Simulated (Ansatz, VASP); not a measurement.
One calculation of BaS, two programs

```xyz
2
Lattice="0.0000 3.3215 3.1938 3.3215 0.0000 3.1938 3.3215 3.3215 0.0000" Properties=species:S:1:pos:R:3 pbc="T T T"
Ba    0.0000    0.0000    0.0000
S     3.3215    3.3215    3.1938
```

Change from the starting cell: x and y stretched by +4 %, z held, crystal datasets.

Alike in both runs: task electric field gradients; functional PBE; k mesh 7 × 7 × 7; occupations fermi-dirac, width 0.01 eV; no spin polarisation.

```csv
,VASP,Ansatz
version,VASP 6.6.1,Ansatz 0.2.0
potentials or method,"VASP PAW PBE potentials, release 64 (Ba_sv, S), cutoff 520 eV","all-electron PAW with datasets made for the crystal, scalar-relativistic"
```

VASP gave:

```
gap on the k mesh at the Fermi level (eV)                      : 2.19
pressure (GPa)                                                 : -1.6
largest component of the traceless stress (GPa)                : 1.62
Vzz of the field gradient on the site that differs most (V/Å²) : -47.8
```

Task: What did Ansatz give for the same quantities?

Result: gap on the k mesh at the Fermi level (eV): 2.28; pressure (GPa): -2.0; largest component of the traceless stress (GPa): 1.46; Vzz of the field gradient on the site that differs most (V/Å²): -45.3.

Ansatz ran all-electron here, so the differences hold the error of VASP's frozen core and of both bases. Ansatz warned: «gradients_without_spin_orbit».

Caveats: spin-orbit coupling is left out, which moves the levels of the heavy elements; an odd mesh through Γ misses points on the zone boundary, where band edges often lie.
